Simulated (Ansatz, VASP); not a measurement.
Ag in VASP and in Ansatz

```
Ag
1.0
    -1.72188    1.72188    1.65565
     1.72188   -1.72188    1.65565
     1.72188    1.72188   -1.65565
Ag
1
Direct
  0.00000 0.00000 0.00000
```

Change from the starting cell: strain = 0.04.

Alike in both runs: task single point; functional PBE; k mesh 11 × 11 × 11; occupations fermi-dirac, width 0.05 eV; no spin polarisation.

|  | VASP | Ansatz |
| --- | --- | --- |
| version | VASP 6.6.1 | Ansatz 0.2.0 |
| potentials or method | VASP PAW PBE potentials, release 64 (Ag) | Ansatz PAW |
| plane-wave cutoff (eV) | 520 | 420 |
| valence electrons in the cell | 11 | 19 |

Ansatz gave:

| Property | Result |
| --- | --- |
| gap on the k mesh at the Fermi level (eV) | none |
| pressure (GPa) | -6.2 |
| largest component of the traceless stress (GPa) | 0.45 |

Question: What did VASP give for the same quantities?

Answer: gap on the k mesh at the Fermi level (eV): none; pressure (GPa): -6.2; largest component of the traceless stress (GPa): 0.43.

A gap of «none» marks a metal or a gap that the smearing closes. The two sets of potentials don't hold the same shells in valence.
